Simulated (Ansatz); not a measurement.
Input and output for Te (omega type): DFT, PBE, all-electron LAPW, scalar-relativistic (Ansatz 0.2.0).

The cell comes from a relaxation on PAW files under the same functional, begun from a prototype that needn't be the stable phase.

Command: `ansatz run input.yaml --threads 1 --pin off --max-ram 3072MiB --backend cpu --events-out ev --progress --plain --runs-dir out` It took 45 s on 1 thread of Arm Neoverse V2, on a shared host, peak memory 0.33 GiB.

```yaml
crystal:
  lattice:
    - [5.5413086195, 0.0, 0.0]
    - [-2.7706543097, 4.7989140347, 0.0]
    - [0.0, 0.0, 3.2749167862]
  atoms:
    - { symbol: Te, position: [0.0, 0.0, 0.0] }
    - { symbol: Te, position: [0.3333333333, 0.6666666667, 0.5] }
    - { symbol: Te, position: [0.6666666667, 0.3333333333, 0.5] }
kpoints:
  mp_grid: { grid: [7, 7, 9] }
  band_path:
    path:
      - [0.0, 0.0, 0.0]
      - [0.5, 0.0, 0.0]
      - [0.3333333333, 0.3333333333, 0.0]
      - [0.0, 0.0, 0.0]
      - [0.0, 0.0, 0.5]
      - [0.5, 0.0, 0.5]
      - [0.3333333333, 0.3333333333, 0.5]
      - [0.0, 0.0, 0.5]
      - [0.5, 0.0, 0.5]
    npoints: 14
scf:
  occupations: { method: fermi_dirac, width: 0.1 }
hamiltonian:
  xc: pbe
  pseudopotentials: { kind: all_electron, lapw: { basis_error: 0.001 } }
output:
  forces: true
  stress: true
  eigenvalues: true
  populations: true
  dos: { projected: true, de: 0.2, e_range: [-14, 8] }
```

Output:

```
Te: projections on atomic orbitals take those of the free atom 1s2 2s2 2p6 3s2 3p6 3d10 4s2 4p6 4d10 5s2 5p4, of charge +0.00 (hamiltonian.pseudopotentials.projection_atoms)
LAPW: plane waves up to 6.717 Å⁻¹, error target 1.0e-3 eV per atom; small_component_spin mean_spin; Te in spheres of 1.600 Å, 24 of its electrons in bands, Dirac shells [] (how accurate: hamiltonian.pseudopotentials.lapw.basis_error, Limitations)
Engine: ansatz 0.2.0
Pseudopotentials: kind: all_electron
Pseudopotential: Te, LAPW, valence charge 24, lapw/all_electron/scalar/gaussian/Te, Koelling and Harmon's equation, gaussian nucleus
Functional definition: PBE
  parameter kappa = 0.804
  parameter beta = 0.06672455060314922
  exchange = pbe_x(kappa = kappa, mu = beta*pi^2/3)
  correlation = pbe_c(beta = beta)
Crystal: 3 atoms, lattice volume = 87.087 Å³
Basis set: ecut = 171.89113147126653 eV, 421 PW (Γ), exchange–correlation at level 2
Bands: 44, of which v1, the nominal top of the filled ones, is band 36 counted from 1 (35 counted from 0)
Symmetry: 24 space group operations
Space group: P6/mmm (ITA 191), of the structure as read, at distance tolerance 4.4e-5 Å
k-points: 40 of 441
Non-local potential: Te, projectors of the file, none
Initial density: superposition of atomic densities (chi_scale 0.1, normalization cell)
Initial wavefunctions: plane waves of lowest kinetic energy (no species holds an atomic orbital)
Functional: x = pbe(κ = 0.804, μ = 0.2195149727645171), c = pbe(β = 0.06672455060314922)
iter 1 solved again at ethr=1.70e-4 eV; its pass at ethr=1.00e-1 eV (dr2=1.22e-1 eV) is discarded
SCF iter   1: F=—  HF=-554652.142157 eV  |F-HF|=—  |Δ(HF+E_count)|=         —  Δρ=8.82e-3  dr2=1.23e-1  ethr=1.70e-4  ⟨swp⟩=3.0  Hψ=12126  notcnv=0
preconditioner: auto → Kerker (q_TF=auto, 2.643 Å⁻¹)  [metal: Δε(μ)=0.129 eV  Ē_g=10.419 eV  σ=0.100 eV  W_gap=0.31  n_scr=32 (ndim 8)  ℏωp=16.9 eV  f_vac=0.000  D(μ)=2.42/eV (n_scr^D=8)]
SCF iter   2: F=—  HF=-554652.108148 eV  |F-HF|=—  |Δ(HF+E_count)|=   3.40e-2  Δρ=4.56e-3  dr2=2.00e-2  ethr=1.70e-4  ⟨swp⟩=2.0  Hψ=5163  notcnv=0
SCF iter   3: F=—  HF=-554652.108608 eV  |F-HF|=—  |Δ(HF+E_count)|=   4.61e-4  Δρ=2.67e-3  dr2=8.90e-3  ethr=2.77e-5  ⟨swp⟩=2.0  Hψ=5165  notcnv=0
iter 4 solved again at ethr=1.10e-6 eV; its pass at ethr=1.24e-5 eV (dr2=7.92e-4 eV) is discarded
SCF iter   4: F=—  HF=-554652.109858 eV  |F-HF|=—  |Δ(HF+E_count)|=         —  Δρ=8.02e-4  dr2=7.91e-4  ethr=1.10e-6  ⟨swp⟩=2.0  Hψ=8773  notcnv=0
the basis was enlarged: its passes take 256.9 KiB over the memory plan, 1 of 1 planned eigensolver slots
SCF iter   5: F=—  HF=-554652.110388 eV  |F-HF|=—  |Δ(HF+E_count)|=   5.30e-4  Δρ=2.98e-4  dr2=2.79e-4  ethr=1.10e-6  ⟨swp⟩=2.9  Hψ=5219  notcnv=0
SCF iter   6: F=—  HF=-554652.110289 eV  |F-HF|=—  |Δ(HF+E_count)|=   9.91e-5  Δρ=1.41e-4  dr2=3.31e-5  ethr=3.88e-7  ⟨swp⟩=2.0  Hψ=5166  notcnv=0
SCF iter   7: F=—  HF=-554652.110283 eV  |F-HF|=—  |Δ(HF+E_count)|=   5.83e-6  Δρ=7.11e-5  dr2=4.68e-6  ethr=4.60e-8  ⟨swp⟩=2.0  Hψ=5166  notcnv=0
SCF iter   8: F=—  HF=-554652.110284 eV  |F-HF|=—  |Δ(HF+E_count)|=   1.25e-6  Δρ=1.54e-5  dr2=2.49e-7  ethr=6.50e-9  ⟨swp⟩=2.0  Hψ=5166  notcnv=0
SCF iter   9: F=-554652.110284 eV  HF=-554652.110284 eV  |F-HF|=8.61e-9  |Δ(HF+E_count)|=   1.15e-7  Δρ=4.18e-6  dr2=1.61e-8  ethr=3.46e-10  ⟨swp⟩=3.0  Hψ=5240  notcnv=0
SCF 1 converged in 9 iterations: F = -554652.110284 eV  dr2 = 1.61e-8
NSCF: frozen V_eff on 113 k-points
SCF converged after 9 iterations
Free energy (F): -554652.110284 eV
Harris-Foulkes:  -554652.110284 eV  (|F-HF|=8.61e-9)
Internal energy: -554652.029194 eV  (E = F + TS)
E sigma→0 (E₀):  -554652.069739 eV
Entropy (-TS):   -0.081090 eV (-27.030 meV/atom)
Fermi energy:    13.291297 eV
--- Per-component energies (eV) ---
  E_band       = -3201.146655
  E_kinetic    = 585763.825180
  E_xc         = -14372.423059
  E_electrostatic = -1126043.431316  (all electrons and nuclei)
  E_smearing   = -0.081090  (= −TS)
  E_closure    = 0.000000  (closes the sum)
  E_atoms      = -554643.707363  (free atoms, spherical and without spin; not in F)
  Σ components = -554652.110284   (vs F -554652.110284, Δ=0.00e0)
  Basis errors (estimates in eV, not in F): energy 3.3e-4 per atom: plane waves 3.0e-4 (1.6e-4 summed), levels above the bands 2.2e-35, relativity 2.6e-8, radial functions 3.1e-5, core shells 4.7e-10; eigenvalues (radial functions only) 1.6e-6; not estimated: angular momenta, meshes, grids; target (lapw.basis_error) 1.0e-3; muffin-tin radii Te 1.600 Å
--- Forces (eV/Å), atoms counted from 1 ---
  atom   1  Te     0.00000000     0.00000000     0.00000000
  atom   2  Te     0.00000000     0.00000000     0.00000000
  atom   3  Te     0.00000000    -0.00000000     0.00000000
  max |Σ_I F_I| component: 9.25e-18 eV/Å
--- Stress (GPa, compression-positive) ---
        0.024495      -0.000000       0.000000
       -0.000000       0.024495       0.000000
        0.000000       0.000000       0.051692
  P = ⅓ Tr σ = 0.0336 GPa (0.336 kbar)
--- Band table (eV; the first three rows and the last of 40) ---
  k-point 0: bands = ["-146.8087", "-146.8086", "-146.3358", "-96.8573", "-96.8573", "-96.8567", "-96.8567", "-96.8226", "-96.8225", "-96.4039", "-96.3572", "-96.3572", "-24.1911", "-24.1911", "-24.1742", "-24.1695", "-24.1695", "-24.1508", "-24.1506", "-24.1506", "-24.1405", "-24.1405", "-23.7391", "-23.6994", "-23.6994", "-23.6649", "-23.6649", "-0.5537", "2.7879", "2.8121", "8.7239", "8.7239", "9.1773", "9.1773", "13.5787", "15.9915", "15.9915", "16.3620", "16.5289", "18.4583", "22.5208", "23.1491", "23.1491", "23.3519"]
  k-point 1: bands = ["-146.8087", "-146.8086", "-146.3358", "-96.8573", "-96.8573", "-96.8567", "-96.8567", "-96.8226", "-96.8226", "-96.4040", "-96.3572", "-96.3572", "-24.1910", "-24.1910", "-24.1694", "-24.1694", "-24.1690", "-24.1521", "-24.1521", "-24.1455", "-24.1418", "-24.1418", "-23.7338", "-23.7009", "-23.7009", "-23.6648", "-23.6648", "-0.4037", "2.8817", "2.9456", "8.8526", "8.8526", "9.3433", "9.3433", "12.3110", "15.2705", "15.3763", "15.8851", "15.8851", "20.0855", "21.5699", "21.5699", "22.6652", "22.6988"]
  k-point 2: bands = ["-146.8087", "-146.8086", "-146.3358", "-96.8573", "-96.8573", "-96.8567", "-96.8567", "-96.8228", "-96.8227", "-96.4041", "-96.3572", "-96.3572", "-24.1907", "-24.1907", "-24.1692", "-24.1692", "-24.1559", "-24.1558", "-24.1558", "-24.1451", "-24.1451", "-24.1321", "-23.7201", "-23.7044", "-23.7044", "-23.6644", "-23.6644", "0.0334", "3.1086", "3.3250", "9.2122", "9.2122", "9.8344", "9.8344", "10.3475", "13.2651", "13.2700", "15.4111", "15.4111", "19.4179", "19.4179", "21.4112", "21.4112", "22.9061"]
  k-point 39: bands = ["-146.8086", "-146.8086", "-146.3358", "-96.8573", "-96.8570", "-96.8569", "-96.8566", "-96.8231", "-96.8230", "-96.4044", "-96.3572", "-96.3572", "-24.2013", "-24.1856", "-24.1787", "-24.1636", "-24.1581", "-24.1573", "-24.1558", "-24.1503", "-24.1182", "-24.1142", "-23.7113", "-23.7112", "-23.6944", "-23.6639", "-23.6638", "2.3883", "2.8800", "3.1891", "7.7952", "8.2461", "8.7098", "11.2009", "11.4740", "12.7121", "12.9173", "13.4693", "15.5042", "17.4912", "19.9728", "20.1680", "20.9854", "21.4796"]
--- Löwdin populations: 3 sites ---
  site symbol       q [e]
     0     Te     52.0939
     1     Te     51.8566
     2     Te     51.8566
  spilling = 0.001236 (of n_electrons = 156.000000)
```

populations.tsv:

```
# site	symbol	l	j	q
# orbitals = lowdin
# n_electrons = 156.000000
# spilling = 0.001236
# projection_atom_Te: 1s2 2s2 2p6 3s2 3p6 3d10 4s2 4p6 4d10 5s2 5p4
0	Te	0_1S	-	2.000000
0	Te	0_2S	-	1.999999
0	Te	0_3S	-	1.999982
0	Te	0_4S	-	1.999761
0	Te	0_5S	-	1.981022
0	Te	1_2P	-	6.000000
0	Te	1_3P	-	5.999996
0	Te	1_4P	-	5.999598
0	Te	1_5P	-	4.113748
0	Te	2_3D	-	10.000000
0	Te	2_4D	-	9.999784
1	Te	0_1S	-	2.000000
1	Te	0_2S	-	1.999998
1	Te	0_3S	-	1.999969
1	Te	0_4S	-	1.999578
1	Te	0_5S	-	1.970789
1	Te	1_2P	-	6.000000
1	Te	1_3P	-	5.999994
1	Te	1_4P	-	5.999355
1	Te	1_5P	-	3.887234
1	Te	2_3D	-	10.000000
1	Te	2_4D	-	9.999718
2	Te	0_1S	-	2.000000
2	Te	0_2S	-	1.999998
2	Te	0_3S	-	1.999969
2	Te	0_4S	-	1.999578
2	Te	0_5S	-	1.970789
2	Te	1_2P	-	6.000000
2	Te	1_3P	-	5.999994
2	Te	1_4P	-	5.999355
2	Te	1_5P	-	3.887234
2	Te	2_3D	-	10.000000
2	Te	2_4D	-	9.999718
```

Next run (volume at 0.68 of the series' base cell), as changes to the input before:

```diff
   lattice:
-    - [5.5413086195, 0.0, 0.0]
-    - [-2.7706543097, 4.7989140347, 0.0]
-    - [0.0, 0.0, 3.2749167862]
+    - [4.8437152314, 0.0, 0.0]
+    - [-2.4218576157, 4.194780439, 0.0]
+    - [0.0, 0.0, 2.914584522]
   atoms:
   mp_grid: { grid: [7, 7, 9] }
-  band_path:
-    path:
-      - [0.0, 0.0, 0.0]
-      - [0.5, 0.0, 0.0]
-      - [0.3333333333, 0.3333333333, 0.0]
-      - [0.0, 0.0, 0.0]
-      - [0.0, 0.0, 0.5]
-      - [0.5, 0.0, 0.5]
-      - [0.3333333333, 0.3333333333, 0.5]
-      - [0.0, 0.0, 0.5]
-      - [0.5, 0.0, 0.5]
-    npoints: 14
 scf:
   populations: true
-  dos: { projected: true, de: 0.2, e_range: [-14, 8] }
```

Results part of the output:

```
SCF 1 converged in 8 iterations: F = -554649.044881 eV  dr2 = 3.10e-8
SCF converged after 8 iterations
Free energy (F): -554649.044881 eV
Harris-Foulkes:  -554649.044881 eV  (|F-HF|=2.91e-9)
Internal energy: -554648.994208 eV  (E = F + TS)
E sigma→0 (E₀):  -554649.019545 eV
Entropy (-TS):   -0.050673 eV (-16.891 meV/atom)
Fermi energy:    22.278811 eV
--- Per-component energies (eV) ---
  E_band       = -2618.940057
  E_kinetic    = 585816.025936
  E_xc         = -14385.561534
  E_electrostatic = -1126079.458610  (all electrons and nuclei)
  E_smearing   = -0.050673  (= −TS)
  E_closure    = 0.000000  (closes the sum)
  E_atoms      = -554643.707363  (free atoms, spherical and without spin; not in F)
  Σ components = -554649.044881   (vs F -554649.044881, Δ=0.00e0)
  Basis errors (estimates in eV, not in F): energy 3.2e-4 per atom: plane waves 3.0e-4 (1.6e-4 summed), levels above the bands 1.4e-35, relativity 5.8e-8, radial functions 1.6e-5, core shells 4.8e-9; eigenvalues (radial functions only) 4.5e-6; not estimated: angular momenta, meshes, grids; target (lapw.basis_error) 1.0e-3; muffin-tin radii Te 1.398 Å
--- Forces (eV/Å), atoms counted from 1 ---
  atom   1  Te     0.00000000    -0.00000000     0.00000000
  atom   2  Te     0.00000000     0.00000000     0.00000000
  atom   3  Te    -0.00000000    -0.00000000    -0.00000000
  max |Σ_I F_I| component: 2.26e-21 eV/Å
--- Stress (GPa, compression-positive) ---
       50.894773       0.000000       0.000000
       -0.000000      50.894773      -0.000000
       -0.000000      -0.000000      50.561813
  P = ⅓ Tr σ = 50.7838 GPa (507.838 kbar)
--- Band table (eV; the first three rows and the last of 40) ---
  k-point 0: bands = ["-138.4455", "-138.4448", "-137.9897", "-88.5129", "-88.5129", "-88.5073", "-88.5073", "-88.4753", "-88.4746", "-88.0658", "-88.0277", "-88.0277", "-15.9987", "-15.9479", "-15.9479", "-15.8982", "-15.8643", "-15.8643", "-15.8635", "-15.8635", "-15.8181", "-15.8181", "-15.5254", "-15.4013", "-15.4013", "-15.3923", "-15.3923", "4.5442", "11.0896", "11.2060", "15.0656", "15.0656", "15.5217", "15.5217", "22.1043", "26.7543", "27.5564", "27.5564", "27.7982", "27.9555", "32.7681", "32.7681", "33.0685", "33.4971"]
  k-point 1: bands = ["-138.4454", "-138.4448", "-137.9897", "-88.5129", "-88.5129", "-88.5073", "-88.5073", "-88.4758", "-88.4751", "-88.0663", "-88.0276", "-88.0276", "-15.9800", "-15.9473", "-15.9473", "-15.8786", "-15.8712", "-15.8712", "-15.8636", "-15.8636", "-15.8232", "-15.8232", "-15.5058", "-15.4068", "-15.4068", "-15.3910", "-15.3910", "4.7652", "11.2466", "11.4183", "15.2562", "15.2562", "15.7541", "15.7541", "20.0641", "26.0327", "26.1620", "27.1757", "27.1757", "29.1687", "30.4703", "30.4703", "31.6823", "31.6823"]
  k-point 2: bands = ["-138.4454", "-138.4447", "-137.9896", "-88.5128", "-88.5128", "-88.5072", "-88.5072", "-88.4770", "-88.4763", "-88.0675", "-88.0276", "-88.0276", "-15.9457", "-15.9457", "-15.9325", "-15.8887", "-15.8887", "-15.8640", "-15.8640", "-15.8362", "-15.8362", "-15.8289", "-15.4562", "-15.4207", "-15.4207", "-15.3879", "-15.3879", "5.4236", "11.6257", "12.0526", "15.7973", "15.7973", "16.4435", "16.4435", "17.2126", "23.0058", "23.1236", "25.5908", "25.5908", "27.6822", "27.6822", "31.1527", "31.1527", "33.1378"]
  k-point 39: bands = ["-138.4450", "-138.4449", "-137.9895", "-88.5130", "-88.5104", "-88.5093", "-88.5067", "-88.4790", "-88.4788", "-88.0698", "-88.0274", "-88.0274", "-15.9980", "-15.9378", "-15.9241", "-15.9128", "-15.8950", "-15.8842", "-15.8545", "-15.8029", "-15.7721", "-15.7595", "-15.4512", "-15.4505", "-15.3867", "-15.3855", "-15.3607", "9.6963", "10.6491", "11.0681", "13.7390", "14.5203", "15.0883", "19.1621", "19.8074", "21.5818", "21.6563", "22.7317", "25.9115", "26.2352", "29.1506", "29.6229", "30.5695", "31.0415"]
--- Löwdin populations: 3 sites ---
  site symbol       q [e]
     0     Te     52.0464
     1     Te     51.7689
     2     Te     51.7689
  spilling = 0.002665 (of n_electrons = 156.000000)
```

Next run (volume at 0.58 of the series' base cell), as changes to the input before:

```diff
   lattice:
-    - [4.8437152314, 0.0, 0.0]
-    - [-2.4218576157, 4.194780439, 0.0]
-    - [0.0, 0.0, 2.914584522]
+    - [4.6028103626, 0.0, 0.0]
+    - [-2.3014051813, 3.9861507029, 0.0]
+    - [0.0, 0.0, 2.7530035767]
   atoms:
   mp_grid: { grid: [7, 7, 9] }
+  band_path:
+    path:
+      - [0.0, 0.0, 0.0]
+      - [0.5, 0.0, 0.0]
+      - [0.3333333333, 0.3333333333, 0.0]
+      - [0.0, 0.0, 0.0]
+      - [0.0, 0.0, 0.5]
+      - [0.5, 0.0, 0.5]
+      - [0.3333333333, 0.3333333333, 0.5]
+      - [0.0, 0.0, 0.5]
+      - [0.5, 0.0, 0.5]
+    npoints: 8
 scf:
   populations: true
+  dos: { projected: true, de: 0.2, e_range: [-14, 8] }
```

Results part of the output:

```
SCF 1 converged in 8 iterations: F = -554645.022404 eV  dr2 = 1.99e-8
NSCF: frozen V_eff on 65 k-points
SCF converged after 8 iterations
Free energy (F): -554645.022404 eV
Harris-Foulkes:  -554645.022404 eV  (|F-HF|=3.84e-9)
Internal energy: -554644.970522 eV  (E = F + TS)
E sigma→0 (E₀):  -554644.996463 eV
Entropy (-TS):   -0.051882 eV (-17.294 meV/atom)
Fermi energy:    26.957223 eV
--- Per-component energies (eV) ---
  E_band       = -2317.332148
  E_kinetic    = 585852.841602
  E_xc         = -14393.228648
  E_electrostatic = -1126104.583476  (all electrons and nuclei)
  E_smearing   = -0.051882  (= −TS)
  E_closure    = 0.000000  (closes the sum)
  E_atoms      = -554643.707363  (free atoms, spherical and without spin; not in F)
  Σ components = -554645.022404   (vs F -554645.022404, Δ=0.00e0)
  Basis errors (estimates in eV, not in F): energy 3.1e-4 per atom: plane waves 3.0e-4 (1.5e-4 summed), levels above the bands 6.6e-36, relativity 3.1e-8, radial functions 1.7e-5, core shells 2.6e-8; eigenvalues (radial functions only) 3.8e-6; not estimated: angular momenta, meshes, grids; target (lapw.basis_error) 1.0e-3; muffin-tin radii Te 1.329 Å
--- Forces (eV/Å), atoms counted from 1 ---
  atom   1  Te     0.00000000    -0.00000000     0.00000000
  atom   2  Te     0.00000000     0.00000000     0.00000000
  atom   3  Te    -0.00000000    -0.00000000    -0.00000000
  max |Σ_I F_I| component: 4.63e-18 eV/Å
--- Stress (GPa, compression-positive) ---
      103.304844      -0.000000       0.000000
       -0.000000     103.304844       0.000000
        0.000000       0.000000     103.037215
  P = ⅓ Tr σ = 103.2156 GPa (1032.156 kbar)
--- Band table (eV; the first three rows and the last of 40) ---
  k-point 0: bands = ["-134.1140", "-134.1123", "-133.6525", "-84.1944", "-84.1944", "-84.1821", "-84.1821", "-84.1611", "-84.1593", "-83.7375", "-83.7022", "-83.7022", "-11.8442", "-11.7071", "-11.7071", "-11.6791", "-11.5899", "-11.5899", "-11.5736", "-11.5736", "-11.5139", "-11.5139", "-11.3185", "-11.1132", "-11.1132", "-11.0948", "-11.0948", "7.1308", "15.3261", "15.4191", "18.4192", "18.4192", "18.8382", "18.8382", "26.7906", "31.5258", "33.6044", "33.6044", "34.1318", "34.2978", "37.1755", "37.6820", "37.6820", "38.2328"]
  k-point 1: bands = ["-134.1139", "-134.1122", "-133.6524", "-84.1943", "-84.1943", "-84.1820", "-84.1820", "-84.1623", "-84.1605", "-83.7387", "-83.7021", "-83.7021", "-11.8111", "-11.7058", "-11.7058", "-11.6439", "-11.6043", "-11.6043", "-11.5748", "-11.5748", "-11.5233", "-11.5233", "-11.2838", "-11.1097", "-11.1097", "-11.1047", "-11.1047", "7.3885", "15.5262", "15.6641", "18.6478", "18.6478", "19.1084", "19.1084", "24.3367", "31.9829", "32.0578", "33.0679", "33.0679", "34.3201", "35.1820", "35.1820", "36.2908", "36.2908"]
  k-point 2: bands = ["-134.1137", "-134.1120", "-133.6522", "-84.1941", "-84.1941", "-84.1818", "-84.1818", "-84.1653", "-84.1636", "-83.7418", "-83.7019", "-83.7019", "-11.7270", "-11.7026", "-11.7026", "-11.6399", "-11.6399", "-11.5784", "-11.5784", "-11.5543", "-11.5472", "-11.5472", "-11.1955", "-11.1291", "-11.1291", "-11.1016", "-11.1016", "8.1609", "16.0441", "16.4071", "19.3002", "19.3002", "19.9084", "19.9084", "20.9462", "28.4086", "28.4957", "30.7134", "30.7134", "32.0998", "32.0998", "36.3621", "36.3621", "38.0209"]
  k-point 39: bands = ["-134.1127", "-134.1124", "-133.6519", "-84.1945", "-84.1888", "-84.1863", "-84.1806", "-84.1703", "-84.1700", "-83.7475", "-83.7016", "-83.7016", "-11.7928", "-11.7072", "-11.6965", "-11.6571", "-11.6538", "-11.6357", "-11.5807", "-11.4668", "-11.4468", "-11.4269", "-11.1874", "-11.1852", "-11.1009", "-11.0975", "-11.0233", "13.3999", "14.5783", "15.0153", "16.9915", "18.0084", "18.4744", "23.3753", "24.1943", "26.1300", "26.2913", "27.5815", "30.3105", "31.7390", "33.9408", "34.6847", "35.5676", "35.7280"]
--- Löwdin populations: 3 sites ---
  site symbol       q [e]
     0     Te     52.0000
     1     Te     51.7249
     2     Te     51.7249
  spilling = 0.003527 (of n_electrons = 156.000000)
```

Spin–orbit coupling is left out, which matters for the heavy atoms.
